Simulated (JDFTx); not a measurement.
# GaN (F-43m) in JDFTx: equation of state

How stiff is GaN in PBE, and what volume does it want? The cell is scaled to several volumes.

All numbers are computed with JDFTx 1.7.0 (patched build); they aren't measurements. Logs are shortened: lines on timing, memory, paths and dates and some standing lists are left out, and cuts for length are marked. The log counts tension as positive stress, the text compression.

**1. The structure**

Symmetry: F-43m, No. 216, cubic system. Conventional cell: a = 4.507 Å, b = 4.507 Å, c = 4.507 Å, α = 90.00°, β = 90.00°, γ = 90.00°. Around Ga (site symmetry -43m) lie 4 N at 1.95 Å. N (site symmetry -43m) is surrounded by 4 Ga at 1.95 Å.

The cell is a database's computed one.

**2. Equation of state, PBE, 10.76 Å³/atom (volume scaled by 0.94)**

Input file GaN.in:

```
lattice \
    0.0000000000     4.1715664349     4.1715664349 \
    4.1715664349     0.0000000000     4.1715664349 \
    4.1715664349     4.1715664349     0.0000000000
coords-type Lattice
ion Ga     0.0000000000     0.0000000000     0.0000000000 1
ion N      0.2500000000     0.2500000000     0.2500000000 1

ion-species pseudo/Ga.upf
ion-species pseudo/N.upf
elec-cutoff 42 336
elec-ex-corr gga-PBE
kpoint-folding 10 10 10
elec-smearing Fermi 0.0018374661
elec-n-bands 15
electronic-SCF nIterations 100 energyDiffThreshold 1e-09
electronic-minimize nIterations 30 energyDiffThreshold 1e-7
forces-output-coords Cartesian

dump-name run.$VAR
dump End Ecomponents EigStats BandEigs Kpoints Forces Stress ElecDensity Dtot KEdensity
```

Potentials or basis: PseudoDojo-SR-PBE-0.5-standard.

Command:

```sh
$ jdftx -c 1 -i GaN.in -o GaN.out
```

The log of the run:

```text
*************** JDFTx 1.7.0 (patched build) ***************

Input parsed successfully to the following command list (including defaults):
[... the input with its defaults ...]

---------- Setting up symmetries ----------

Found 48 point-group symmetries of the bravais lattice
Found 24 space-group symmetries with basis
Applied RMS atom displacement 0 bohrs to make symmetries exact.

---------- Initializing the Grid ----------
R =
[            0      4.17157      4.17157  ]
[      4.17157            0      4.17157  ]
[      4.17157      4.17157            0  ]
unit cell volume = 145.187
G =
[  -0.753097   0.753097   0.753097  ]
[   0.753097  -0.753097   0.753097  ]
[   0.753097   0.753097  -0.753097  ]
Minimum fftbox size, Smin = [  52  52  52  ]
Chosen fftbox size, S = [  54  54  54  ]

---------- Initializing tighter grid for wavefunction operations ----------
R =
[            0      4.17157      4.17157  ]
[      4.17157            0      4.17157  ]
[      4.17157      4.17157            0  ]
unit cell volume = 145.187
G =
[  -0.753097   0.753097   0.753097  ]
[   0.753097  -0.753097   0.753097  ]
[   0.753097   0.753097  -0.753097  ]
Minimum fftbox size, Smin = [  36  36  36  ]
Chosen fftbox size, S = [  36  36  36  ]

---------- Exchange Correlation functional ----------
Initalized PBE GGA exchange.
Initalized PBE GGA correlation.

---------- Setting up pseudopotentials ----------
Width of ionic core gaussian charges (only for fluid interactions / plotting) set to 0

Reading pseudopotential file 'pseudo/Ga.upf':
  'Ga' pseudopotential, 'PBE' functional
  Generated using ONCVPSP code by D. R. Hamann
  13 valence electrons, 3 orbitals, 6 projectors, 1001 radial grid points, with lMax = 2
    3D    l: 2   occupation: 10.0   eigenvalue: -0.703915
    4S    l: 0   occupation:  2.0   eigenvalue: -0.328859
    4P    l: 1   occupation:  1.0   eigenvalue: -0.094784
  Core radius for overlap checks: 1.84 bohrs.

Reading pseudopotential file 'pseudo/N.upf':
  'N' pseudopotential, 'PBE' functional
  Generated using ONCVPSP code by D. R. Hamann
  5 valence electrons, 2 orbitals, 4 projectors, 1001 radial grid points, with lMax = 1
    2S    l: 0   occupation:  2.0   eigenvalue: -0.682907
    2P    l: 1   occupation:  3.0   eigenvalue: -0.260548
  Core radius for overlap checks: 1.31 bohrs.

Initialized 2 species with 2 total atoms.

Folded 1 k-points by 10x10x10 to 1000 k-points.

---------- Setting up k-points, bands, fillings ----------
Adding inversion symmetry to k-mesh for non-inversion-symmetric unit cell.
Reduced to 47 k-points under symmetry.
Computing the number of bands and number of electrons
Calculating initial fillings.
nElectrons:  18.000000   nBands: 15   nStates: 47

----- Setting up reduced wavefunction bases (one per k-point) -----
average nbasis = 1886.853 , ideal nbasis = 1887.537

---------- Setting up ewald sum ----------
Optimum gaussian width for ewald sums = 1.894653 bohr.
Real space sum over 1331 unit cells with max indices [  5  5  5  ]
Reciprocal space sum over 2197 terms with max indices [  6  6  6  ]

---------- Allocating electronic variables ----------
Initializing wave functions:  linear combination of atomic orbitals
Note: number of bands (15) exceeds available atomic orbitals (13)
Ga pseudo-atom occupations:   s ( 2 )  p ( 1 )  d ( 10 )
N pseudo-atom occupations:   s ( 2 )  p ( 3 )
	FillingsUpdate:  mu: +0.618617919  nElectrons: 18.000000
LCAOMinimize: Iter:   0  F: -76.9494628691201115  |grad|_K:  7.961e-03  alpha:  1.000e+00
	FillingsUpdate:  mu: +0.495373249  nElectrons: 18.000000
LCAOMinimize: Iter:   1  F: -77.0840961112965601  |grad|_K:  3.583e-04  alpha:  3.678e-01  linmin: -4.966e-01  cgtest:  9.357e-01
LCAOMinimize: Encountered beta<0, resetting CG.
[... 6 lines of inner loops ...]
LCAOMinimize: Iter:   4  F: -77.0843545631799714  |grad|_K:  6.125e-07  alpha:  5.052e-01  linmin: -3.626e-05  cgtest:  1.275e-04
	FillingsUpdate:  mu: +0.489585190  nElectrons: 18.000000
LCAOMinimize: Iter:   5  F: -77.0843545645276578  |grad|_K:  3.457e-08  alpha:  6.791e-01  linmin: -1.089e-03  cgtest:  4.575e-03
LCAOMinimize: Converged (|Delta F|<1.000000e-06 for 2 iters).

-------- Electronic minimization -----------
Will mix electronic density at each iteration.
	FillingsUpdate:  mu: +0.489585190  nElectrons: 18.000000
	FillingsUpdate:  mu: +0.471641110  nElectrons: 18.000000
SCF: Cycle:  0   F: -77.125288713857913   dF: -4.093e-02   |Residual|: 5.569e-02   |deigs|: 3.487e-01
	FillingsUpdate:  mu: +0.465938971  nElectrons: 18.000000
SCF: Cycle:  1   F: -77.126958514728926   dF: -1.670e-03   |Residual|: 2.203e-02   |deigs|: 1.380e-02
	FillingsUpdate:  mu: +0.467145487  nElectrons: 18.000000
SCF: Cycle:  2   F: -77.127002777821687   dF: -4.426e-05   |Residual|: 9.390e-03   |deigs|: 2.781e-03
	FillingsUpdate:  mu: +0.468059931  nElectrons: 18.000000
SCF: Cycle:  3   F: -77.127008724700161   dF: -5.947e-06   |Residual|: 1.257e-03   |deigs|: 1.079e-03
	FillingsUpdate:  mu: +0.468293229  nElectrons: 18.000000
SCF: Cycle:  4   F: -77.127009750676649   dF: -1.026e-06   |Residual|: 3.404e-04   |deigs|: 4.439e-04
	FillingsUpdate:  mu: +0.468340354  nElectrons: 18.000000
SCF: Cycle:  5   F: -77.127009921987138   dF: -1.713e-07   |Residual|: 1.171e-04   |deigs|: 2.831e-04
	FillingsUpdate:  mu: +0.468354406  nElectrons: 18.000000
SCF: Cycle:  6   F: -77.127009974455532   dF: -5.247e-08   |Residual|: 3.002e-05   |deigs|: 2.441e-04
	FillingsUpdate:  mu: +0.468351426  nElectrons: 18.000000
SCF: Cycle:  7   F: -77.127009989488954   dF: -1.503e-08   |Residual|: 1.515e-05   |deigs|: 2.856e-04
	FillingsUpdate:  mu: +0.468351164  nElectrons: 18.000000
SCF: Cycle:  8   F: -77.127009994536834   dF: -5.048e-09   |Residual|: 7.527e-06   |deigs|: 1.107e-03
	FillingsUpdate:  mu: +0.468351004  nElectrons: 18.000000
SCF: Cycle:  9   F: -77.127009995592232   dF: -1.055e-09   |Residual|: 7.566e-07   |deigs|: 4.441e-04
	FillingsUpdate:  mu: +0.468351024  nElectrons: 18.000000
SCF: Cycle: 10   F: -77.127009996078385   dF: -4.862e-10   |Residual|: 7.157e-07   |deigs|: 3.470e-04
	FillingsUpdate:  mu: +0.468350944  nElectrons: 18.000000
SCF: Cycle: 11   F: -77.127009996150392   dF: -7.201e-11   |Residual|: 3.188e-07   |deigs|: 1.396e-04
SCF: Converged (|Delta E|<1.000000e-09 for 2 iters).

Setting wave functions to eigenvectors of Hamiltonian

# Stress tensor in Cartesian coordinates [Eh/a0^3]:
[  -0.00064363            0            0  ]
[            0  -0.00064363            0  ]
[            0            0  -0.00064363  ]

# Ionic positions in lattice coordinates:
ion Ga   0.000000000000000   0.000000000000000   0.000000000000000 1
ion N   0.250000000000000   0.250000000000000   0.250000000000000 1

# Forces in Cartesian coordinates:
force Ga   0.000000000000000   0.000000000000000  -0.000000000000000 1
force N   0.000000000000000  -0.000000000000000   0.000000000000000 1

# Energy components:
   Eewald =      -59.5528642531104992
       EH =       21.2335990156415200
     Eloc =      -55.2720644494830537
      Enl =      -39.4238119715858417
      Exc =      -24.1108317720659038
 Exc_core =        9.7492028235277211
       KE =       70.2497606109258186
-------------------------------------
     Etot =      -77.1270099961502353
       TS =        0.0000000000001592
-------------------------------------
        F =      -77.1270099961503917

IonicMinimize: Iter:   0  F: -77.127009996150392  |grad|_K:        nan
IonicMinimize: None of the convergence criteria satisfied after 0 iterations.

#--- Lowdin population analysis ---
# oxidation-state Ga +0.847
# oxidation-state N -0.818

Dumping 'run.eigStats' ...
	eMin: -0.177478 at state 0 ( [ +0.000000 +0.000000 +0.000000 ] spin 0 )
	HOMO: +0.427021 at state 0 ( [ +0.000000 +0.000000 +0.000000 ] spin 0 )
	mu  : +0.468351
	LUMO: +0.506538 at state 0 ( [ +0.000000 +0.000000 +0.000000 ] spin 0 )
	eMax: +1.288304 at state 43 ( [ +0.100000 +0.500000 -0.400000 ] spin 0 )
	HOMO-LUMO gap: +0.079518
	Optical gap  : +0.079518 at state 0 ( [ +0.000000 +0.000000 +0.000000 ] spin 0 )
Done!
[note: mu as printed may lie anywhere between the filled and the empty levels]
```

It took 63 s on 1 thread of Arm Neoverse V1, shared host; peak memory 0.1 GiB.

Results:

| Quantity | Value |
| --- | --- |
| Free energy | -2098.7329 eV |
| Pressure | 18.9 GPa |
| Band gap on the k mesh | 2.16 eV, direct |
| Loewdin charges | Ga +0.85; N -0.82 e |

**3. Equation of state, PBE, 10.99 Å³/atom (volume scaled by 0.96)**

Edit GaN.in of step 2 so:

```diff
@@ -1,5 +1,5 @@
 lattice \
-    0.0000000000     4.1715664349     4.1715664349 \
-    4.1715664349     0.0000000000     4.1715664349 \
-    4.1715664349     4.1715664349     0.0000000000
+    0.0000000000     4.2009446312     4.2009446312 \
+    4.2009446312     0.0000000000     4.2009446312 \
+    4.2009446312     4.2009446312     0.0000000000
 coords-type Lattice
@@ -20,2 +20,2 @@
 dump-name run.$VAR
-dump End Ecomponents EigStats BandEigs Kpoints Forces Stress ElecDensity Dtot KEdensity
+dump End Ecomponents EigStats BandEigs Kpoints Forces Stress
```

Potentials or basis: PseudoDojo-SR-PBE-0.5-standard.

Command:

```sh
$ jdftx -c 1 -i GaN.in -o GaN.out
```

Run time: 62 s. Hardware: 1 thread of Arm Neoverse V1, shared host; peak memory 0.11 GiB.

It converged, with:

```yaml
Free_energy: -2098.7796 eV
Pressure: 13.9 GPa
Band_gap_on_the_k_mesh: 2.03 eV, direct
Loewdin_charges: Ga +0.84; N -0.81 e
```

**4. Equation of state, PBE, 11.21 Å³/atom (volume scaled by 0.98)**

Edit GaN.in of step 3 so:

```diff
@@ -1,5 +1,5 @@
 lattice \
-    0.0000000000     4.2009446312     4.2009446312 \
-    4.2009446312     0.0000000000     4.2009446312 \
-    4.2009446312     4.2009446312     0.0000000000
+    0.0000000000     4.2299175786     4.2299175786 \
+    4.2299175786     0.0000000000     4.2299175786 \
+    4.2299175786     4.2299175786     0.0000000000
 coords-type Lattice
```

Command:

```sh
$ jdftx -c 1 -i GaN.in -o GaN.out
```

Run time: 61 s. Hardware: 1 thread of Arm Neoverse V1, shared host; peak memory 0.11 GiB.

The run converged. Its results:

* Free energy: -2098.8127 eV
* Pressure: 9.3 GPa
* Band gap on the k mesh: 1.89 eV, direct
* Loewdin charges: Ga +0.83; N -0.80 e

**5. Equation of state, PBE, 11.44 Å³/atom**

Edit GaN.in of step 4 so:

```diff
@@ -1,5 +1,5 @@
 lattice \
-    0.0000000000     4.2299175786     4.2299175786 \
-    4.2299175786     0.0000000000     4.2299175786 \
-    4.2299175786     4.2299175786     0.0000000000
+    0.0000000000     4.2584989699     4.2584989699 \
+    4.2584989699     0.0000000000     4.2584989699 \
+    4.2584989699     4.2584989699     0.0000000000
 coords-type Lattice
```

Command:

```sh
$ jdftx -c 1 -i GaN.in -o GaN.out
```

It took 62 s on 1 thread of Arm Neoverse V1, shared host; peak memory 0.11 GiB.

Results (log left out):

* Free energy: -2098.8333 eV
* Pressure: 5.2 GPa
* Band gap on the k mesh: 1.76 eV, direct
* Loewdin charges: Ga +0.82; N -0.80 e

**6. Equation of state, PBE, 11.67 Å³/atom (volume scaled by 1.02)**

Edit GaN.in of step 5 so:

```diff
@@ -1,5 +1,5 @@
 lattice \
-    0.0000000000     4.2584989699     4.2584989699 \
-    4.2584989699     0.0000000000     4.2584989699 \
-    4.2584989699     4.2584989699     0.0000000000
+    0.0000000000     4.2867017717     4.2867017717 \
+    4.2867017717     0.0000000000     4.2867017717 \
+    4.2867017717     4.2867017717     0.0000000000
 coords-type Lattice
```

Potentials or basis: PseudoDojo-SR-PBE-0.5-standard.

Command:

```sh
$ jdftx -c 1 -i GaN.in -o GaN.out
```

Wall time 62 s (1 thread of Arm Neoverse V1, shared host); peak memory 0.11 GiB.

The run converged. Its results:

* Free energy: -2098.8428 eV
* Pressure: 1.5 GPa
* Band gap on the k mesh: 1.63 eV, direct
* Loewdin charges: Ga +0.82; N -0.79 e

**7. Equation of state, PBE, 11.90 Å³/atom (volume scaled by 1.04)**

Edit GaN.in of step 6 so:

```diff
@@ -1,5 +1,5 @@
 lattice \
-    0.0000000000     4.2867017717     4.2867017717 \
-    4.2867017717     0.0000000000     4.2867017717 \
-    4.2867017717     4.2867017717     0.0000000000
+    0.0000000000     4.3145382775     4.3145382775 \
+    4.3145382775     0.0000000000     4.3145382775 \
+    4.3145382775     4.3145382775     0.0000000000
 coords-type Lattice
```

Command:

```sh
$ jdftx -c 1 -i GaN.in -o GaN.out
```

Wall time 62 s (1 thread of Arm Neoverse V1, shared host); peak memory 0.11 GiB.

Results (log left out):

```yaml
Free_energy: -2098.8422 eV
Pressure: -1.8 GPa
Band_gap_on_the_k_mesh: 1.50 eV, direct
Loewdin_charges: Ga +0.81; N -0.78 e
```

**8. Equation of state, PBE, 12.13 Å³/atom (volume scaled by 1.06)**

Edit GaN.in of step 7 so:

```diff
@@ -1,5 +1,5 @@
 lattice \
-    0.0000000000     4.3145382775     4.3145382775 \
-    4.3145382775     0.0000000000     4.3145382775 \
-    4.3145382775     4.3145382775     0.0000000000
+    0.0000000000     4.3420201539     4.3420201539 \
+    4.3420201539     0.0000000000     4.3420201539 \
+    4.3420201539     4.3420201539     0.0000000000
 coords-type Lattice
```

Command:

```sh
$ jdftx -c 1 -i GaN.in -o GaN.out
```

Wall time 63 s (1 thread of Arm Neoverse V1, shared host); peak memory 0.11 GiB.

Results (log left out):

| Property | Result |
| --- | --- |
| Free energy | -2098.8327 eV |
| Pressure | -4.8 GPa |
| Band gap on the k mesh | 1.38 eV, direct |
| Loewdin charges | Ga +0.81; N -0.78 e |

**9. Equation of state, PBE**

Potentials or basis: PseudoDojo-SR-PBE-0.5-standard.

No new run: the results of the series are fitted here.

What came out:

```
Equilibrium volume                      : 11.77 Å³/atom
Bulk modulus                            : 172 GPa
Pressure derivative of the bulk modulus : 4.4
```

Energy against volume, from the lowest point:
```csv
volume (Å³/atom),energy (meV/atom)
10.757,54.96
10.986,31.57
11.215,15.06
11.444,4.74
11.673,0.00
11.902,0.27
12.131,5.05
```
